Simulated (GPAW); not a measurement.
CdTe, 2 atoms in the cell. The structure is cubic, space group F-43m (No. 216). Conventional cell: a = 6.410 Å, b = 6.410 Å, c = 6.410 Å, α = 90.00°, β = 90.00°, γ = 90.00°. Te (site symmetry -43m) is surrounded by 4 Cd at 2.78 Å. Cd (site symmetry -43m) has 4 Te at 2.78 Å as nearest neighbours. 

| Item | Value |
| --- | --- |
| Program | GPAW 26.7.0 |
| Task | optical spectrum by the Bethe-Salpeter equation |
| Functional | GLLB-SC |
| Potentials or basis | the program's PAW data sets (release 1.2.1) made for this functional |
| Cutoff | 400 eV |
| Basis | pw |
| k mesh | 6 × 6 × 6 |
| Occupations | fermi-dirac, width 0.001 eV |
| Spin | no spin polarisation |
| Valence bands | 3 |
| Conduction bands | 2 |
| Scissors | 1.5 eV |
| Integrate gamma | reciprocal |
| Bse mode | BSE |
| Direction | 0 |
| Response ecut | 50 eV |
| Maxiter | 150 |
| Response k mesh | 7 × 7 × 7 |
| Eta | 0.1 eV |
| Response bands | 49 |

Potentials or basis: the program's PAW data sets (release 1.2.1) made for this functional, pw.

Launch:

```sh
$ OMP_NUM_THREADS=1 python run.py
```

Hardware: 1 thread of AMD EPYC 7R13 Processor (Zen 3), on a shared host.

**Question.** Estimate the wall time of this run.

**Answer.** Run time: 18 min on 1 thread of AMD EPYC 7R13 Processor (Zen 3) (shared host), peak memory 0.57 GiB. Counts: scf iterations 36.
